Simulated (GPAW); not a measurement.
**CO in line between two Sb chains: transmission at several levels**

Aim: T(E), conductance and thermopower of CO in line between two Sb chains, and what cheaper settings cost in accuracy.

Program: GPAW 26.7.0. Level of theory: GPAW LCAO, PAW setups; Landauer transmission from Green's functions with principal layers (ASE), zero bias. Results are calculated unless marked as measured.

**1. The structure**

The cell holds 10 atoms: 8 Sb, 1 C and 1 O. Its edges and angles: a = 9.000 Å, b = 9.000 Å, c = 24.240 Å, α = 90.0°, β = 90.0°, γ = 90.0°. Regions: left lead, 4 atoms (4 Sb); channel, 2 atoms (1 C and 1 O); right lead, 4 atoms (4 Sb). Vacuum lies along a and b. The structure is stacked along c, and the current runs across the ab planes.

Structure file:

```cif
data_structure
_symmetry_space_group_name_H-M 'P 1'
_symmetry_Int_Tables_number 1
_cell_length_a 9.0000
_cell_length_b 9.0000
_cell_length_c 24.2399
_cell_angle_alpha 90.000
_cell_angle_beta 90.000
_cell_angle_gamma 90.000
_cell_volume 1963.43
loop_
_atom_site_label
_atom_site_type_symbol
_atom_site_fract_x
_atom_site_fract_y
_atom_site_fract_z
_atom_site_occupancy
Sb1 Sb 0.50000 0.50000 0.05672 1
Sb2 Sb 0.50000 0.50000 0.17017 1
Sb3 Sb 0.50000 0.50000 0.28362 1
Sb4 Sb 0.50000 0.50000 0.39707 1
C5 C 0.50000 0.50000 0.47834 1
O6 O 0.50000 0.50000 0.52620 1
Sb7 Sb 0.50000 0.50000 0.60293 1
Sb8 Sb 0.50000 0.50000 0.71638 1
Sb9 Sb 0.50000 0.50000 0.82983 1
Sb10 Sb 0.50000 0.50000 0.94328 1
```

**2. Double-zeta polarised basis**

Localised orbitals split the wire into layers that couple to their neighbours alone, which is what the Green's function method needs; double zeta with polarisation is the usual level for numbers.

The input, run.py:

```python
import json
import numpy as np
from ase import Atoms
from ase.transport.calculators import TransportCalculator
from gpaw import GPAW, FermiDirac
from gpaw.lcao.tools import get_lcao_hamiltonian
from scipy.linalg import eigh

# The junction with lead layers at both ends, along the third cell vector
device = Atoms(
    ['Sb', 'Sb', 'Sb', 'Sb', 'C', 'O', 'Sb', 'Sb', 'Sb', 'Sb'],
    positions=[
        [4.50000, 4.50000, 1.37500],
        [4.50000, 4.50000, 4.12500],
        [4.50000, 4.50000, 6.87500],
        [4.50000, 4.50000, 9.62500],
        [4.50000, 4.50000, 11.59500],
        [4.50000, 4.50000, 12.75500],
        [4.50000, 4.50000, 14.61490],
        [4.50000, 4.50000, 17.36490],
        [4.50000, 4.50000, 20.11490],
        [4.50000, 4.50000, 22.86490]],
    cell=[[9.0, 0.0, 0.0], [0.0, 9.0, 0.0], [0.0, 0.0, 24.2399]],
    pbc=True)

# One principal layer of the lead: the first 2 atoms of the device
lead = Atoms(
    ['Sb', 'Sb'],
    positions=[
        [4.50000, 4.50000, 1.37500],
        [4.50000, 4.50000, 4.12500]],
    cell=[[9.0, 0.0, 0.0], [0.0, 9.0, 0.0], [0.0, 0.0, 5.5]],
    pbc=True)

settings = dict(mode='lcao', basis='dzp', xc='PBE', h=0.18,
                occupations=FermiDirac(0.1), maxiter=250,
                mixer=dict(beta=0.1, nmaxold=8, weight=100.0),
                convergence=dict(density=0.0001))
energies = np.arange(-2, 2 + 1e-9, 0.05)
eta = 0.0001
n1, n2 = 1, 1
# k and -k transmit alike, so half of the mesh across the current serves
mesh = [(i, j) for i in range(n1) for j in range(n2) if (i, j) <= (-i % n1, -j % n2)]
weights = np.array([1 if (i, j) == (-i % n1, -j % n2) else 2 for i, j in mesh]) / (n1 * n2)

# [... helper functions left out ...]
fermi_lead = ground_state(lead, (1, 1, 20), 'lead.txt')
fermi_device = ground_state(device, (1, 1, 3), 'device.txt')
# [... loop over the mesh left out, but for ...]
        # Shift the lead onto the potential of the device's first layer
        shift = ((H[:, 0, 0] - H0[:, 0, 0]) / S0[0, 0]).real.mean()
# [...]
kT = 8.617333e-5 * 77
bias = [0.1, 0.2, 0.5, 1.0, 1.5, 2.0]
# [... integrals and printing left out ...]
```

Run with:

```console
$ OMP_NUM_THREADS=1 OPENBLAS_NUM_THREADS=1 python run.py
```

Planned after this: GPAW, szp: basis = "szp(dzp)"; GPAW, sz: basis = "sz(dzp)"; LDA in the dzp basis: xc = "LDA"; all levels side by side; the levels side by side; smearing 0.3; broadening 0.01. Settings of the main run: DZP basis, PBE, grid spacing 0.18 Å, smearing width 0.1 eV, energies (-2, 2, 0.05) eV, broadening 0.0001 eV, 1×1×3 SCF mesh, 20 k-points along the leads, period 5.5 Å, temperature 77 K, bias (0.1, 0.2, 0.5, 1, 1.5, 2) V.

What does the calculation give for the conductance; and transmission at the Fermi level, mean of the spins?

Current over bias at the lowest bias computed gives the conductance there: 133 μS, or 1.72 G₀ with G₀ = 2e²/h = 77.5 μS. In the dzp basis the junction conducts 1.72 G₀ at 77 K, with T = 1.72 a spin at the Fermi level; the sz basis reaches that conductance within 10 %. At the Fermi level the three most open eigenchannels pass 0.82, 0.82 and 0.070.

```
conductance                                        : 1.72 G₀
transmission at the Fermi level, mean of the spins : 1.72
thermopower                                        : about 0 (under 1.5 μV/K)
```

Measured against the first run (dzp), the nearest curve is that of szp (r.m.s. 0.059) and the farthest that of sz (0.34). Over the compared runs wall time goes from 25 s (sz) to 36 s (dzp), on a shared host. The geometry was built from estimated bond lengths and not relaxed, so the numbers describe this model structure. Spin-orbit coupling is left out, which matters for the heavy atoms here. An evenly spaced straight chain is an idealisation: free chains tend to dimerise, zigzag or, where a band edge lies near the Fermi level, turn magnetic. The currents use the zero-bias T(E) throughout, which holds only while the bias is small against the distance to the nearest feature. The energy step is wider than the thermal energy, so the conductance and thermopower rest on interpolation of T(E).

[Logs are printed without paths, hosts, clocks, repeated set-up lines and the standing remarks that a program may print on its own settings, such as how far it seeks lower states.]

[Hosts, paths, dates, database ids (printed as entryN), source tags and the programs' standing remarks are cut or masked in the printed files.]
